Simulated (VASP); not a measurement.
# NiH3 (P6_3/mmc) in VASP: reference runs

Aim: a first look at NiH3 with PBE, on the cell as given and on a disturbed one.

Program: VASP 6.6.1. These are calculated values, not measurements. Logs are shortened: lines on timing, memory, paths and dates and some standing lists are left out, and cuts for length are marked.

### Step 1. Starting point

It takes space group P6_3/mmc (No. 194, hexagonal). The conventional cell has a = 5.108 Å, b = 5.108 Å, c = 2.340 Å, α = 90.00°, β = 90.00°, γ = 120.00°. Ni (site symmetry -6m2) is surrounded by 6 H at 1.60 Å. H (site symmetry mm2) has 2 Ni at 1.60 Å as nearest neighbours.

The cell comes from a database or a generator and needn't be the stable form of this composition.

### Step 2. Single point, PBE, collinear spin, ferromagnetic start

File INCAR:

```
SYSTEM = NiH3
PREC = Accurate ; ENCUT = 520
EDIFF = 1E-7 ; ISMEAR = -1
SIGMA = 0.05 ; LREAL = .False.
LASPH = .True. ; NELM = 100
ALGO = Normal ; ISIF = 2
LWAVE = .False. ; LCHARG = .False.
ISPIN = 2 ; MAGMOM = 1 1 0 0 0 0 0 0
LORBIT = 11 ; LMAXMIX = 4
GGA = PE ; NBANDS = 27
```

File KPOINTS:

```
Automatic mesh
0
Gamma
  6 6 11
  0 0 0
```

File POSCAR:

```
NiH3
1.0
    5.1081078730      0.0000000000      0.0000000000
   -2.5540539365      4.4237511833      0.0000000000
    0.0000000000      0.0000000000      2.3404320000
Ni H
2 6
Direct
    0.3333333333      0.6666666667      0.7500000000
    0.6666666667      0.3333333333      0.2500000000
    0.2095495050      0.4190990100      0.2500000000
    0.2095495050      0.7904504950      0.2500000000
    0.5809009900      0.7904504950      0.2500000000
    0.7904504950      0.5809009900      0.7500000000
    0.7904504950      0.2095495050      0.7500000000
    0.4190990100      0.2095495050      0.7500000000
```

Potentials or basis: VASP PAW PBE potentials, release 64 (Ni, H).

The run is started by

```bash
cat potpaw_PBE.64/Ni/POTCAR potpaw_PBE.64/H/POTCAR > POTCAR
mpirun -np 1 vasp_std > vasp.out
```

OUTCAR:

```text
SYSTEM = NiH3
   PREC = Accurate
   ENCUT = 520
   EDIFF = 1E-7
   ISMEAR = -1
   LREAL = .False.
   LASPH = .True.
   NELM = 100
   ISIF = 2
   ISPIN = 2
   LORBIT = 11
   GGA = PE

 ion  position               nearest neighbor table
   1  0.333  0.667  0.750-   4 1.60   4 1.60   5 1.60   5 1.60   3 1.60   3 1.60
   2  0.667  0.333  0.250-   7 1.60   7 1.60   8 1.60   8 1.60   6 1.60   6 1.60
   3  0.210  0.419  0.250-   1 1.60   1 1.60
   4  0.210  0.790  0.250-   1 1.60   1 1.60
   5  0.581  0.790  0.250-   1 1.60   1 1.60
   6  0.790  0.581  0.750-   2 1.60   2 1.60
   7  0.790  0.210  0.750-   2 1.60   2 1.60
   8  0.419  0.210  0.750-   2 1.60   2 1.60

  LATTYP: Found a hexagonal cell.
 ALAT       =     5.1081078730
 C/A-ratio  =     0.4581798306

  Lattice vectors:

 A1 = (   5.1081078730,   0.0000000000,   0.0000000000)
 A2 = (  -2.5540539365,   4.4237511833,   0.0000000000)
 A3 = (   0.0000000000,   0.0000000000,   2.3404320000)

Analysis of symmetry for initial positions (statically):
=====================================================================
 Subroutine PRICEL returns:
 Original cell was already a primitive cell.

 Routine SETGRP: Setting up the symmetry group for a
 hexagonal supercell.

 Subroutine GETGRP returns: Found 24 space group operations
 (whereof 12 operations were pure point group operations)
 out of a pool of 24 trial point group operations.

The static configuration has the point symmetry D_3d.
 The point group associated with its full space group is D_6h.

Analysis of symmetry for dynamics (positions and initial velocities):
=====================================================================
 Subroutine PRICEL returns:
 Original cell was already a primitive cell.

 Routine SETGRP: Setting up the symmetry group for a
 hexagonal supercell.

 Subroutine GETGRP returns: Found 24 space group operations
 (whereof 12 operations were pure point group operations)
 out of a pool of 24 trial point group operations.

The dynamic configuration has the point symmetry D_3d.
 The point group associated with its full space group is D_6h.

Analysis of structural, dynamic, and magnetic symmetry:
=====================================================================
 Subroutine PRICEL returns:
 Original cell was already a primitive cell.

 Routine SETGRP: Setting up the symmetry group for a
 hexagonal supercell.

 Subroutine GETGRP returns: Found 24 space group operations
 (whereof 12 operations were pure point group operations)
 out of a pool of 24 trial point group operations.

The overall configuration has the point symmetry D_3d.
 The point group associated with its full space group is D_6h.

 Subroutine INISYM returns: Found 24 space group operations
 (whereof 12 operations are pure point group operations),
 and found     1 'primitive' translations

----------------------------------------------------------------------------------------

                                     Primitive cell

  volume of cell :      52.8867

  direct lattice vectors                    reciprocal lattice vectors
     5.108107873  0.000000000  0.000000000     0.195767205  0.113026248  0.000000000
    -2.554053936  4.423751183  0.000000000     0.000000000  0.226052497  0.000000000
     0.000000000  0.000000000  2.340432000     0.000000000  0.000000000  0.427271546

  length of vectors
     5.108107873  5.108107873  2.340432000     0.226052497  0.226052497  0.427271546

  position of ions in fractional coordinates (direct lattice)
     0.333333333  0.666666667  0.750000000
     0.666666667  0.333333333  0.250000000
     0.209549505  0.419099010  0.250000000
     0.209549505  0.790450495  0.250000000
     0.580900990  0.790450495  0.250000000
     0.790450495  0.580900990  0.750000000
     0.790450495  0.209549505  0.750000000
     0.419099010  0.209549505  0.750000000

  ion indices of the primitive-cell ions
   primitive index   ion index
                 1           1
                 2           2
                 3           3
                 4           4
                 5           5
                 6           6
[... 59 lines left out ...]
   dimension x,y,z NGX =    40 NGY =   40 NGZ =   18
   dimension x,y,z NGXF=    80 NGYF=   80 NGZF=   36
   ions per type =               2   6
   NGX,Y,Z   is equivalent  to a cutoff of  13.02, 13.02, 12.79 a.u.
   NGXF,Y,Z  is equivalent  to a cutoff of  26.04, 26.04, 25.57 a.u.
 SYSTEM =  NiH3
   PREC   = accura    normal or accurate (medium, high low for compatibility)
   ISTART =      0    job   : 0-new  1-cont  2-samecut
   ICHARG =      2    charge: 1-file 2-atom 10-const
   ISPIN  =      2    spin polarized calculation?
   LNONCOLLINEAR =      F non collinear calculations
   LSORBIT =      F    spin-orbit coupling
   LASPH  =      T    aspherical Exc in radial PAW
   ENCUT  =  520.0 eV  38.22 Ry    6.18 a.u.   9.50  9.50  4.35*2*pi/ulx,y,z
   NELM   =    100;   NELMIN=  2; NELMDL= -5     # of ELM steps
   EDIFF  = 0.1E-06   stopping-criterion for ELM
   LREAL  =      F    real-space projection
   EDIFFG = 0.1E-05   stopping-criterion for IOM
   NSW    =      0    number of steps for IOM
   IBRION =     -1    ionic relax: 0-MD 1-quasi-New 2-CG
   NFREE  =      0    steps in history (QN), initial steepest desc. (CG)
   ISIF   =      2    stress and relaxation
   ISYM   =      2    0-nonsym 1-usesym 2-fastsym
   POTIM  = 0.5000    time-step for ionic-motion
   TEBEG  =    0.0;   TEEND  =   0.0 temperature during run
   PSTRESS=    0.0 pullay stress
   NELECT =      26.0000    total number of electrons
   NUPDOWN=      -1.0000    fix difference up-down
   EMIN   =  10.00;   EMAX   =-10.00  energy-range for DOS
   EFERMI =   0.00;   METHOD = LEGACY
   ISMEAR =    -1;   SIGMA  =   0.05  broadening in eV -4-tet -1-fermi 0-gaus
   EFERMI_NEDOS =   21; number of points for ismear=-14 and -15
   IALGO  =     38    algorithm
   IMIX   =      4    mixing-type and parameters
     AMIX     =   0.40;   BMIX     =  1.00
     AMIX_MAG =   1.60;   BMIX_MAG =  1.00
  volume/ion in A,a.u.               =       6.61        44.61
  Fermi-wavevector in a.u.,A,eV,Ry     =   1.292063  2.441645 22.713930  1.669427
  Thomas-Fermi vector in A             =   2.423794
   LORBIT       =     11    0 simple, 1 ext, 2 COOP (PROOUT), +10 PAW based schemes
   GGA     = PE    functional components
   LHFCALC =     F    Hartree Fock is set to
   AEXX    =    0.0000 exact exchange contribution
   IVDW    =     0    specifies the selected vdW correction
   LEPSILON=     F    determine dielectric tensor
   LRPA    =     F    only Hartree local field effects (RPA)
 spin polarized calculation
  energy-cutoff  :      520.00
  volume of cell :       52.89
 maximum number of plane-waves:      1473
 NGX is ok and might be reduce to    40
   NGX = 19   NGY = 19   NGZ =  9

 number of electron      26.0000011 magnetization       0.0001546

 number of electron      26.0000011 magnetization      -0.0000050

 Free energy of the ion-electron system (eV)
  ---------------------------------------------------
  ext. energy  EPLUGINS =         0.00000000
  ---------------------------------------------------
  free energy    TOTEN  =       -28.96305040 eV

  energy without entropy =      -28.94957760  energy(sigma->0) =      -28.95631400

 E-fermi :   3.7005     XC(G=0): -10.1696

 val. band max:        3.6869834690   @ k =   0.5000  -0.0000   0.2727
 cond. band min:       3.7099541331   @ k =   0.3333   0.3333   0.0909
 fundamental gap:      0.0229706642
 Fermi energy:         3.7004764294

 spin component 1

 k-point     1 :       0.0000    0.0000    0.0000
  band No.  band energies     occupation
      1      -7.7320      1.00000
      2      -4.0844      1.00000
      3      -1.8883      1.00000
      4      -1.8883      1.00000
      5      -0.3475      1.00000
      6      -0.2427      1.00000
[... 661 lines left out ...]
     24      18.0754      0.00000
     25      18.7403      0.00000

 [... further k-points ...]

 spin component 2

 k-point     1 :       0.0000    0.0000    0.0000
  band No.  band energies     occupation
      1      -7.7320      1.00000
      2      -4.0844      1.00000
      3      -1.8883      1.00000
      4      -1.8883      1.00000
      5      -0.3475      1.00000
      6      -0.2426      1.00000
[... 661 lines left out ...]
     24      18.0754      0.00000
     25      18.7402      0.00000

 [... further k-points ...]

 [bands above 25 left out]

------------------------ aborting loop because EDIFF is reached ----------------------------------------

  FORCE on cell =-STRESS in cart. coord.  units (eV):
  Direction    XX          YY          ZZ          XY          YZ          ZX
  --------------------------------------------------------------------------------------
  -------------------------------------------------------------------------------------
  Total        2.0067670      2.0067670      1.8639106      0.0000000      0.0000000      0.0000000
  in kB       60.7940034     60.7940034     56.4662403      0.0000000      0.0000000      0.0000000
  external PRESSURE =      59.3514157 kB  Pullay stress =       0.0000000 kB

 VOLUME and BASIS-vectors are now :
 -----------------------------------------------------------------------------
  energy-cutoff  :      520.00
  volume of cell :       52.89
      direct lattice vectors                 reciprocal lattice vectors
     5.108107873  0.000000000  0.000000000     0.195767205  0.113026248  0.000000000
    -2.554053936  4.423751183  0.000000000     0.000000000  0.226052497  0.000000000
     0.000000000  0.000000000  2.340432000     0.000000000  0.000000000  0.427271546

 POSITION                                       TOTAL-FORCE (eV/Angst)
 -----------------------------------------------------------------------------------
     -0.00000      2.94917      1.75532         0.000000     -0.000000     -0.000000
      2.55405      1.47458      0.58511        -0.000000      0.000000      0.000000
      0.00000      1.85399      0.58511         0.000000     -0.290890     -0.000000
     -0.94845      3.49676      0.58511        -0.251918      0.145445      0.000000
      0.94845      3.49676      0.58511         0.251918      0.145445      0.000000
      2.55405      2.56976      1.75532         0.000000      0.290890      0.000000
      3.50251      0.92699      1.75532         0.251918     -0.145445      0.000000
      1.60560      0.92699      1.75532        -0.251918     -0.145445      0.000000
 -----------------------------------------------------------------------------------
    total drift:                                0.000000     -0.000000      0.000000

  FREE ENERGIE OF THE ION-ELECTRON SYSTEM (eV)
  ---------------------------------------------------
  free  energy   TOTEN  =       -28.9630504003 eV

  energy  without entropy=      -28.9495776050  energy(sigma->0) =      -28.95631400

 total charge

# of ion       s       p       d       tot
------------------------------------------
    1        0.524   0.676   8.470   9.669
    2        0.524   0.676   8.470   9.669
    3        0.510   0.024   0.000   0.534
    4        0.510   0.024   0.000   0.534
    5        0.510   0.024   0.000   0.534
    6        0.510   0.024   0.000   0.534
    7        0.510   0.024   0.000   0.534
    8        0.510   0.024   0.000   0.534
--------------------------------------------------
tot          4.109   1.494  16.940  22.543

 magnetization (x)

# of ion       s       p       d       tot
------------------------------------------
    1        0.000   0.000   0.000   0.000
    2        0.000   0.000   0.000   0.000
    3       -0.000  -0.000   0.000  -0.000
    4       -0.000  -0.000   0.000  -0.000
    5       -0.000  -0.000   0.000  -0.000
    6       -0.000  -0.000   0.000  -0.000
    7       -0.000  -0.000   0.000  -0.000
    8       -0.000  -0.000   0.000  -0.000
--------------------------------------------------
tot         -0.000   0.000   0.000   0.000
```

Run time: 2.2 min. Hardware: 1 thread of Intel Xeon Platinum 8488C (Sapphire Rapids), shared host; peak memory 0.23 GiB.

What came out:

```yaml
Free_energy: -28.9631 eV
Pressure: 5.9 GPa
Largest_force: 0.291 eV/Å
Band_gap_on_the_k_mesh: none (metal or under the smearing width)
Net_moment: 0.00 μB per cell
Valence_electrons_inside_the_program's_atomic_spheres: Ni 9.67; H 0.53
```

Forces in eV/Å, atoms in the order of the input:
```
Ni   0.000  0.000  0.000
Ni   0.000  0.000  0.000
H    0.000 -0.291  0.000
H   -0.252  0.145  0.000
H    0.252  0.145  0.000
H    0.000  0.291  0.000
H    0.252 -0.145  0.000
H   -0.252 -0.145  0.000
```

Stress tensor (GPa, compression positive):
```
6.08 0.00 0.00
0.00 6.08 0.00
0.00 0.00 5.65
```

### Step 3. Single point, PBE, collinear spin, ferromagnetic start (atoms moved at random, drawn with an rms of 0.05 Å)

File INCAR:

```
ALGO = Normal ; EDIFF = 1E-7
ENCUT = 520 ; GGA = PE
ISIF = 2 ; ISMEAR = -1
ISPIN = 2 ; LASPH = T
LCHARG = F ; LMAXMIX = 4
LORBIT = 11 ; LREAL = F
LWAVE = F ; MAGMOM = 1 1 0 0 0 0 0 0
NBANDS = 27 ; NELM = 100
PREC = Accurate ; SIGMA = 0.05
```

File KPOINTS:

```
k-points
0
Gamma
  6 6 11
```

File POSCAR:

```
NiH3
1.0
    5.1081078730      0.0000000000      0.0000000000
   -2.5540539365      4.4237511833      0.0000000000
    0.0000000000      0.0000000000      2.3404320000
Ni H
2 6
Direct
    0.3296880000      0.6679510000      0.7491040000
    0.6675100000      0.3467530000      0.2510140000
    0.2076430000      0.4190760000      0.2271480000
    0.2194120000      0.8026400000      0.2507560000
    0.5904290000      0.7934700000      0.2614440000
    0.7909060000      0.5716910000      0.7583180000
    0.7846950000      0.2148760000      0.7778250000
    0.4126510000      0.2005400000      0.7553150000
```

Potentials or basis: VASP PAW PBE potentials, release 64 (Ni, H).

The run is started by

```bash
cat potpaw_PBE.64/Ni/POTCAR potpaw_PBE.64/H/POTCAR > POTCAR
mpirun -np 1 vasp_std > vasp.out
```

OUTCAR:

```text
EDIFF = 1E-7
   ENCUT = 520
   GGA = PE
   ISIF = 2
   ISMEAR = -1
   ISPIN = 2
   LASPH = T
   LORBIT = 11
   LREAL = F
   NELM = 100
   PREC = Accurate

 ion  position               nearest neighbor table
   1  0.330  0.668  0.749-   3 1.57   4 1.59   4 1.60   5 1.62   3 1.64   5 1.66
   2  0.668  0.347  0.251-   6 1.52   6 1.55   7 1.56   8 1.62   8 1.64   7 1.65
   3  0.208  0.419  0.227-   1 1.57   1 1.64
   4  0.219  0.803  0.251-   1 1.59   1 1.60
[... 1601 lines left out ...]
      2.52409      1.53395      0.58748        -0.274768     -0.874030      0.289215
     -0.00968      1.85389      0.53162        -0.031889     -0.270091      0.280526
     -0.92921      3.55068      0.58688        -0.286484      0.124303     -0.034382
      0.98941      3.51011      0.61189        -0.113609     -0.073899     -0.125580
      2.57990      2.52902      1.77479         0.026586      1.168046     -0.073575
      3.45950      0.95056      1.82045         0.270528     -0.149773     -0.261426
      1.59568      0.88714      1.76776        -0.084860      0.043627      0.013904
 -----------------------------------------------------------------------------------
    total drift:                                0.000085      0.000073      0.000018

  FREE ENERGIE OF THE ION-ELECTRON SYSTEM (eV)
  ---------------------------------------------------
  free  energy   TOTEN  =       -28.8826013514 eV

  energy  without entropy=      -28.8688573725  energy(sigma->0) =      -28.87572936

 total charge

# of ion       s       p       d       tot
------------------------------------------
    1        0.519   0.664   8.459   9.642
    2        0.531   0.691   8.487   9.709
    3        0.510   0.024   0.000   0.534
    4        0.515   0.024   0.000   0.539
    5        0.494   0.021   0.000   0.516
    6        0.540   0.030   0.000   0.570
    7        0.506   0.024   0.000   0.530
    8        0.500   0.022   0.000   0.523
--------------------------------------------------
tot          4.116   1.500  16.946  22.562

 magnetization (x)

# of ion       s       p       d       tot
------------------------------------------
    1        0.000   0.000  -0.000  -0.000
    2       -0.000  -0.000  -0.000  -0.000
    3        0.000   0.000   0.000   0.000
    4        0.000   0.000   0.000   0.000
    5        0.000   0.000   0.000   0.000
    6       -0.000   0.000   0.000  -0.000
    7        0.000   0.000   0.000   0.000
    8        0.000   0.000   0.000   0.000
--------------------------------------------------
tot          0.000   0.000  -0.000  -0.000
```

OSZICAR:

```text
N       E                     dE             d eps       ncg     rms          rms(c)
DAV:   1     0.145708804972E+03    0.14571E+03   -0.11189E+04 21720   0.108E+03
DAV:   2    -0.203706137486E+02   -0.16608E+03   -0.15203E+03 21746   0.243E+02
DAV:   3    -0.323982267447E+02   -0.12028E+02   -0.11750E+02 25004   0.743E+01
DAV:   4    -0.325786710614E+02   -0.18044E+00   -0.18021E+00 24438   0.896E+00
DAV:   5    -0.325824719611E+02   -0.38009E-02   -0.38007E-02 28479   0.121E+00    0.230E+01
DAV:   6    -0.336852580084E+02   -0.11028E+01   -0.23490E+01 26126   0.934E+01    0.196E+01
DAV:   7    -0.289999238652E+02    0.46853E+01   -0.10156E+01 26096   0.633E+01    0.440E+00
DAV:   8    -0.289739282055E+02    0.25996E-01   -0.89629E-01 31388   0.145E+01    0.320E+00
DAV:   9    -0.289050131624E+02    0.68915E-01   -0.73734E-01 27468   0.147E+01    0.166E+00
DAV:  10    -0.288805030026E+02    0.24510E-01   -0.99242E-02 31987   0.479E+00    0.485E-01
DAV:  11    -0.288819573251E+02   -0.14543E-02   -0.12216E-02 22893   0.824E-01    0.237E-01
DAV:  12    -0.288821232101E+02   -0.16589E-03   -0.32581E-04 25139   0.138E-01    0.105E-01
DAV:  13    -0.288825432430E+02   -0.42003E-03   -0.27523E-04 22946   0.102E-01    0.263E-02
DAV:  14    -0.288825861547E+02   -0.42912E-04   -0.35866E-05 24206   0.513E-02    0.204E-02
DAV:  15    -0.288825970980E+02   -0.10943E-04   -0.61472E-06 23007   0.177E-02    0.109E-02
DAV:  16    -0.288826009365E+02   -0.38386E-05   -0.32838E-06 23678   0.131E-02    0.345E-03
DAV:  17    -0.288826012812E+02   -0.34470E-06   -0.51873E-07 23319   0.538E-03    0.110E-03
DAV:  18    -0.288826013514E+02   -0.70117E-07   -0.37587E-08 19319   0.143E-03
   1 F= -.28882601E+02 E0= -.28875729E+02  d E =-.137440E-01  mag=     0.0000
```

Run time: 11 min. Hardware: 1 thread of Intel Xeon Platinum 8488C (Sapphire Rapids), shared host; peak memory 0.49 GiB.

What came out:

```yaml
Free_energy: -28.8826 eV
Pressure: 6.4 GPa
Largest_force: 1.171 eV/Å
Band_gap_on_the_k_mesh: none (metal or under the smearing width)
Net_moment: 0.00 μB per cell
Valence_electrons_inside_the_program's_atomic_spheres: Ni 9.64, 9.71; H 0.53, 0.54, 0.52, 0.57
```

Forces in eV/Å, atoms in the order of the input:
```
Ni   0.494  0.032 -0.089
Ni  -0.275 -0.874  0.289
H   -0.032 -0.270  0.281
H   -0.286  0.124 -0.034
H   -0.114 -0.074 -0.126
H    0.027  1.168 -0.074
H    0.271 -0.150 -0.261
H   -0.085  0.044  0.014
```

Stress tensor (GPa, compression positive):
```
 3.82 -0.55 -0.97
-0.55  8.67 -0.94
-0.97 -0.94  6.69
```
